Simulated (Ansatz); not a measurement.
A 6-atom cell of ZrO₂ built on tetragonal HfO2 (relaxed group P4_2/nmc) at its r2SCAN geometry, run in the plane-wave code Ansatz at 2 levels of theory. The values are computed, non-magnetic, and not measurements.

The PBE+SOC input:
```yaml
crystal:
  lattice:
    - [3.6010285391, 0.0, 0.0]
    - [0.0, 3.6010285391, 0.0]
    - [0.0, 0.0, 5.2271598144]
  atoms:
    - { symbol: Zr, position: [0.0, 0.0, 0.0] }
    - { symbol: Zr, position: [0.5, 0.5, 0.5] }
    - { symbol: O, position: [0.0, 0.5, 0.3030284338] }
    - { symbol: O, position: [0.0, 0.5, 0.8030284338] }
    - { symbol: O, position: [0.5, 0.0, 0.6969715662] }
    - { symbol: O, position: [0.5, 0.0, 0.1969715662] }
kpoints:
  mp_grid: { grid: [8, 8, 6] }
  band_path:
    path:
      - [0.0, 0.0, 0.0]
      - [0.0, 0.5, 0.0]
      - [0.5, 0.5, 0.0]
      - [0.0, 0.0, 0.5]
      - [0.0, 0.5, 0.5]
      - [0.5, 0.5, 0.5]
      - [0.223958, 0.223958, 0.0]
    npoints: 1
hamiltonian:
  xc: pbe
scf:
  occupations: { method: fixed }
  n_extra_bands: 10
magnetization:
  noncollinear: true
  spin_orbit: true
output:
  forces: true
  stress: true
  eigenvalues: true
  write_density: true
  write_potential: true
  elf: true
  volumetric_format: npy
```

Main results, then, where recorded, the levels near the gap in eV from the Fermi energy (columns number the bands from 0), one row a point of the path (Γ, X, M, Z, R, A, M–Γ (0.55)):
```
Crystal: 6 atoms, lattice volume = 67.783 Å³
Symmetry: 16 space group operations + 16 with time reversal
Magnetic group: BNS 137.508 (UNI 1168)
```
```
Basis set: ecut = 420 eV, 1297 PW (Γ)
Bands: 58, of which v1, the nominal top of the filled ones, is band 48 counted from 1 (47 counted from 0)
k-points: 60 of 384
Free energy (F): -10649.545033 eV
Fermi energy:    11.082658 eV
--- Forces (eV/Å), atoms counted from 1 ---
  atom   1  Zr      0.00000      0.00000      0.00000
  atom   2  Zr      0.00000      0.00000      0.00000
  atom   3  O       0.00000      0.00000    -0.01875
  atom   4  O       0.00000      0.00000    -0.01875
  atom   5  O       0.00000      0.00000      0.01875
  atom   6  O       0.00000      0.00000      0.01875
--- Stress (GPa, compression-positive) ---
        3.886518       0.000000       0.000000
        0.000000       3.886518       0.000000
        0.000000       0.000000       3.776854
  P = ⅓ Tr σ = 3.8500 GPa (38.500 kbar)
```
```tsv
band_42	band_43	band_44	band_45	band_46	band_47	band_48	band_49	band_50	band_51	band_52	band_53
-0.151	-0.151	-0.100	-0.100	-0.095	-0.095	4.063	4.063	4.589	4.589	5.247	5.247
-1.411	-1.411	-0.117	-0.117	-0.117	-0.117	4.467	4.467	4.467	4.467	5.404	5.404
-0.813	-0.813	-0.432	-0.432	-0.432	-0.432	5.145	5.145	5.145	5.145	5.461	5.461
-0.547	-0.547	-0.020	-0.020	-0.020	-0.020	4.603	4.603	4.603	4.603	5.238	5.238
-1.288	-1.288	-0.836	-0.836	-0.836	-0.836	4.564	4.564	4.564	4.564	4.881	4.881
-1.457	-1.457	-0.079	-0.079	-0.079	-0.079	5.169	5.169	5.169	5.169	5.695	5.695
-0.369	-0.369	-0.163	-0.163	0.007	0.007	4.870	4.870	5.052	5.052	5.151	5.151
```

PBE+SOC gives an indirect gap of 4.06 eV, from M–Γ (0.55 of the way from M) to Γ; the least direct gap is 4.16 eV at Γ.

PBE0. Against the first input these blocks differ (the band path and keys that only write files left aside):
```yaml
kpoints:
  mp_grid: { grid: [4, 4, 4] }
hamiltonian:
  xc: pbe0
scf:
  occupations: { method: fixed }
  n_extra_bands: 5
```
(magnetization left out)

```
Basis set: ecut = 420 eV, 1297 PW (Γ)
Bands: 29, of which v1, the nominal top of the filled ones, is band 24 counted from 1 (23 counted from 0)
k-points: 18 of 64
Exchange kernel: α = 0.2500, full range, Wigner–Seitz truncation, v(0) = 8978.2923 eV·Å³, q-mesh 4×4×4
hybrid outer 1: dexx = +4.646e-2 eV, tail = 7.37e-5 eV
hybrid outer 2: dexx = +4.777e-6 eV, tail = 1.83e-8 eV, Δε = 2.05e-3 eV, ΔF = 3.12e-3 eV/Å
Free energy (F): -10651.985209 eV
Fermi energy:    9.648158 eV
--- Forces (eV/Å), atoms counted from 1 ---
  atom   1  Zr      0.00000      0.00000      0.00000
  atom   2  Zr      0.00000      0.00000      0.00000
  atom   3  O       0.00000      0.00000      0.03751
  atom   4  O       0.00000      0.00000      0.03751
  atom   5  O       0.00000      0.00000    -0.03751
  atom   6  O       0.00000      0.00000    -0.03751
--- Stress (GPa, compression-positive) ---
       -2.584485       0.000000       0.000000
        0.000000      -2.584485       0.000000
        0.000000       0.000000      -2.491296
  P = ⅓ Tr σ = -2.5534 GPa (-25.534 kbar)
```
```tsv
band_21	band_22	band_23	band_24	band_25	band_26
-0.168	-0.087	-0.087	6.469	6.985	7.814
-1.521	-0.137	-0.137	6.878	6.878	7.909
-0.855	-0.439	-0.439	7.674	7.674	7.954
-0.625	0.000	0.000	7.080	7.080	7.721
-1.410	-0.931	-0.931	7.004	7.004	7.346
-1.558	-0.056	-0.056	7.695	7.695	8.211
-0.374	-0.165	-0.008	7.341	7.514	7.606
```

PBE0 gives an indirect gap of 6.47 eV, from Z to Γ; the least direct gap is 6.56 eV at Γ. With the atoms held, the mean pressure is -2.6 GPa (compression positive). The stress of a hybrid is loosely converged here.

The hybrids run on coarser meshes, which limits their stresses and small splittings of levels.

Totals of different functionals, or with and without spin-orbit coupling, can't be compared.

Only the levels marked +SOC include spin-orbit coupling.

The meshes of the hybrids are coarse, so their gaps aren't converged to the digits shown.
